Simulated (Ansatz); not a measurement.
# Telling isomers of C4H6 apart by their spectra

These gas-phase data were calculated for one isomer of C4H6 at PBE0-D3(BJ)/def2-SVP (harmonic, unscaled wavenumbers; equilibrium rotational constants with average atomic masses):

| Item | Value |
| --- | --- |
| rotational constants | 34.59, 4.165, 3.91 GHz |
| all wavenumbers above 1500 cm⁻¹ | 3234, 3174, 3150, 3144, 3129, 3050, 2100 |

Candidates:

(1) `C=CC=C`, a singlet
(2) `C=C=CC`, a singlet
(3) `C1=CCC1`, a singlet
(4) `CC#CC`, a singlet

**Question.** Assign the data to one candidate and say why.

**Answer.** Candidate (2). The band at 2100 cm⁻¹ lies where the C=C=X stretch is expected; (1), (3), (4) have no mode between 1950 and 2350 cm⁻¹.

The same quantities for all candidates:

|  | rotational constants (GHz) | wavenumbers above 1500 cm⁻¹ | E above the lowest, PBE0-D3(BJ)/def2-SVP (kcal/mol) |
| --- | --- | --- | --- |
| (1) | 42.02, 4.415, 3.995 | 3270, 3270, 3176, 3171, 3163, 3160, 1748, 1681 | 0.0 |
| (2) | 34.59, 4.165, 3.91 | 3234, 3174, 3150, 3144, 3129, 3050, 2100 | 10.9 |
| (3) | 12.98, 12.32, 6.873 | 3235, 3202, 3128, 3118, 3068, 3062, 1673 | 6.2 |
| (4) | 79.31, 3.355, 3.355 | 3140, 3140, 3139, 3139, 3049, 3049, 2394 | 8.4 |

Each candidate is one conformer. Programs: Ansatz 0.2.0.
